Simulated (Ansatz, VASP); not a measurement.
**One calculation of HgTe, two programs**

```xyz
2
Lattice="0.0000 3.0771 3.0771 3.0771 0.0000 3.0771 3.0771 3.0771 0.0000" Properties=species:S:1:pos:R:3 pbc="T T T"
Hg    0.0000    0.0000    0.0000
Te    3.0771    3.0771    3.0771
```

Measurements of this composition are mostly on another form, of space group No. 216.

Alike in both runs: task single point; functional r2SCAN; k mesh 14 × 14 × 14; occupations gaussian, width 0.15 eV; no spin polarisation.

|  | VASP | Ansatz |
| --- | --- | --- |
| version | VASP 6.6.1 | Ansatz 0.2.0 |
| potentials or method | VASP PAW PBE potentials, release 64 (Hg, Te) | scalar-relativistic, plane waves, PAW |
| plane-wave cutoff (eV) | 520 | 500 |
| valence electrons in the cell | 18 | 36 |

Ansatz gave:

| Property | Result |
| --- | --- |
| gap on the k mesh at the Fermi level (eV) | none |
| pressure (GPa) | -1.5 |

Task: What did VASP give for the same quantities?

Result: gap on the k mesh at the Fermi level (eV): none; pressure (GPa): -1.4.

A gap of «none» marks a metal or a gap that the smearing closes. With one functional, cell and mesh, what is left measures potentials, basis and numerics. The two sets of potentials don't hold the same shells in valence.

Caveats: the PAW data sets were made with another functional, which shifts forces and pressure a little (VASP). The runs have no spin-orbit coupling, so splittings on Hg, Te are missing.
